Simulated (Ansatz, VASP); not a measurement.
**Two plane-wave programs on Pb**

```
Pb
1.0
     0.00000    2.47954    2.47954
     2.47954    0.00000    2.47954
     2.47954    2.47954    0.00000
Pb
1
Cartesian
  0.0000 0.0000 0.0000
```

Alike in both runs: functional PBE; dispersion D3(BJ); k mesh 14 × 14 × 14; occupations gaussian, width 0.1 eV; no spin polarisation.

Ansatz relaxed the structure, and its values are those at the end. VASP's run is a single point on that final structure, the one shown.

|  | VASP | Ansatz |
| --- | --- | --- |
| version | VASP 6.6.1 | Ansatz 0.2.0 |
| potentials or method | VASP PAW PBE potentials, release 64 (Pb_d) | scalar-relativistic, plane waves, PAW |
| plane-wave cutoff (eV) | 520 | 420 |
| valence electrons in the cell | 14 | 14 |

VASP gave:

```
gap on the k mesh at the Fermi level (eV) : none
pressure (GPa)                            : -0.1
```

Q: What did Ansatz give for the same quantities?

A: gap on the k mesh at the Fermi level (eV): none; pressure (GPa): 0.0.

A gap of «none» marks a metal or a gap that the smearing closes. Ansatz warned: «relaxed_geometry_near_dispersion_switch».

Caveats: pairwise dispersion overbinds metals, which lowers pressure and volume. The runs have no spin-orbit coupling, so splittings on Pb are missing.
